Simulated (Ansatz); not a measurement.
How much do the gradients of HfO2 depend on the method?

Cell: an entry of the Crystallography Open Database (COD) whose atoms were relaxed with PBE, the cell held.

Space group P2_1/c (No. 14); a = 5.1180, b = 5.1857, c = 5.2841 Å, β = 99.35°.

```csv
site,Wyckoff,site symmetry,x,y,z
Hf,4e,1,0.2767,0.0419,0.2081
O5,4e,1,0.4466,0.7584,0.4803
O9,4e,1,0.0726,0.3392,0.3389
```

One atom of each set is listed.

First run. Level of theory: DFT, PBE, plane waves and PAW, scalar-relativistic, 420 eV cutoff, Γ-centred 5×5×5 k-points, Fermi–Dirac smearing 0.02 eV (Ansatz 0.2.0).

```json
{"site": "Hf", "V_zz (10²¹ V/m²)": "12.69", "η": "0.16"}
{"site": "O5", "V_zz (10²¹ V/m²)": "1.07", "η": "1.00"}
{"site": "O9", "V_zz (10²¹ V/m²)": "-1.32", "η": "0.88"}
```

Second run. The same atoms and settings, except that the functional is r2SCAN and the cutoff is 500 eV.

Q: What does the second run give?

A: 

| site | V_zz | η | change of V_zz |
| --- | --- | --- | --- |
| Hf | 12.84 | 0.16 | +0.15 |
| O5 | -1.12 | 0.97 | – |
| O9 | -1.31 | 0.86 | +0.01 |

The largest change of V_zz along a kept axis is on Hf, from 12.69 to 12.84. In per cent, |V_zz| changes by +1 on Hf, -1 on O (all sites that start above 0.5, bar those whose gradient vanishes or changes sign or whose main axis turns by over 40°). On O5 the largest principal value lies along another axis in the second run, so the two V_zz can't be compared directly.

Without spin–orbit coupling the gradients at and beside Hf can be off by some per cent, at some sites by more.
For the first run: At this cell the principal stresses reach 5 GPa in size with PBE, which can matter for small gradients.
